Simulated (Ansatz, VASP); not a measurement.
One calculation of BP, two programs

Contents of INCAR:

```
ALGO = Normal
EDIFF = 1E-7
ENCUT = 520
ISIF = 2
ISMEAR = -1
LASPH = T
LCHARG = F
LREAL = F
LWAVE = F
NBANDS = 11
NELM = 60
PREC = Accurate
SIGMA = 0.08
```

KPOINTS

```
k-points
0
Gamma
  15 15 15
```

File POSCAR:

```
BP
1.0
    0.0000000000      2.0841117159      2.0841117159
    2.0841117159      0.0000000000      2.0841117159
    2.0841117159      2.0841117159      0.0000000000
B P
1 1
Direct
    0.0000000000      0.0000000000      0.0000000000
    0.2500000000      0.2500000000      0.2500000000
```

Input for Ansatz:

```yaml
crystal:
  lattice:
    - [0.0, 2.0841117159, 2.0841117159]
    - [2.0841117159, 0.0, 2.0841117159]
    - [2.0841117159, 2.0841117159, 0.0]
  atoms:
    - { symbol: B, position: [0.0, 0.0, 0.0] }
    - { symbol: P, position: [0.25, 0.25, 0.25] }
kpoints:
  mp_grid: { grid: [15, 15, 15] }
scf:
  occupations: { method: fermi_dirac, width: 0.08 }
hamiltonian:
  xc: lda
  pseudopotentials: { kind: paw }
output:
  forces: true
  stress: true
  eigenvalues: true
  populations: true
  write_density: true
  write_potential: true
  elf: true
  volumetric_format: npy
```

Change from the starting cell: volume scaled by 0.8, PAW files.

Alike in both runs: task single point; functional LDA; k mesh 15 × 15 × 15; occupations fermi-dirac, width 0.08 eV; no spin polarisation.

```csv
,VASP,Ansatz
version,VASP 6.6.1,Ansatz 0.2.0
potentials or method,"VASP PAW LDA potentials, release 64 (B, P)","PAW with Ansatz's default frozen-core files, scalar-relativistic"
plane-wave cutoff (eV),520,420
valence electrons in the cell,8,8
```

Ansatz gave:

- pressure (GPa): 59.2

Q: Estimate VASP's values.

A: Pressure (GPa): 58.9.

Caveats: so large a pressure means that the cell lies far from this level's equilibrium, or that cutoff or potentials fall short (VASP); an odd mesh through Γ misses points on the zone boundary, where band edges often lie.
